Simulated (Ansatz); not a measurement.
Equilibrium properties in the fcc structure, computed with PBE in Ansatz (plane waves, PAW datasets (generated hard set); cutoff 700 eV), no spin polarisation, no spin–orbit coupling, Fermi–Dirac smearing of 0.061 eV, k-spacing 0.11 to 0.12 Å⁻¹:

```
crystal  a₀ (Å)  V₀ (Å³/atom)  B₀ (GPa)
     Mn   3.503         10.74       281
     Fe   3.449         10.26       285
     Cu   3.630         11.95       141
     Zn   3.929         15.17        69
     Br   4.727         26.40        28
     Nb   4.219         18.77       164
```

(1) Give the same for Si, Ge, Ti.

## Answers

(1) 
```
crystal  a₀ (Å)  V₀ (Å³/atom)  B₀ (GPa)
     Si   3.869         14.48        84
     Ge   4.279         19.59        63
     Ti   4.113         17.39       108
```

Model structures, not the usual forms at ambient conditions (metastable or hypothetical): Si, Ti, Mn, Fe, Zn, Ge, Br, Nb. The real material (Mn, Fe) is magnetic: without spin this is a model state, and volume, stiffness and gap can lie far from those of the magnetic ground state.
